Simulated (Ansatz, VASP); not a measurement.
**HfO2 in VASP and in Ansatz**

```xyz
3
Lattice="0.0000 2.5894 2.5221 2.5556 0.0000 2.5221 2.5556 2.5894 0.0000" Properties=species:S:1:pos:R:3 pbc="T T T"
Hf    0.0000    0.0000    0.0000
O     1.2778    1.2947    1.2610
O     3.8334    3.8841    3.7831
```

Change from the starting cell: normal strain along x +0.0133, normal strain along y +0.0267.

Alike in both runs: task single point; functional PBEsol; k mesh 8 × 8 × 8; occupations gaussian, width 0.05 eV; no spin polarisation.

|  | VASP | Ansatz |
| --- | --- | --- |
| version | VASP 6.6.1 | Ansatz 0.2.0 |
| potentials or method | VASP PAW PBE potentials, release 64 (Hf_pv, O) | scalar-relativistic, plane waves, PAW |
| plane-wave cutoff (eV) | 520 | 520 |
| valence electrons in the cell | 22 | 38 |

```tsv
	VASP	Ansatz	Ansatz less VASP
gap on the k mesh at the Fermi level (eV)	3.44	3.43	-0.007
least direct gap on the mesh (eV)	3.45	3.44	-0.007
pressure (GPa)	-13.0	-9.6	+3.43
largest component of the traceless stress (GPa)	5.97	5.87	-0.100
```

The functional is the same, so the differences come from potentials, cutoffs and numerics. The two sets of potentials don't hold the same shells in valence. Ansatz warned: «pseudo_functional_mismatch».

Caveats: the PAW data sets were made with another functional, which shifts forces and pressure a little (VASP); spin-orbit coupling is left out, which moves the levels of the heavy elements. A k mesh can miss the band edges.
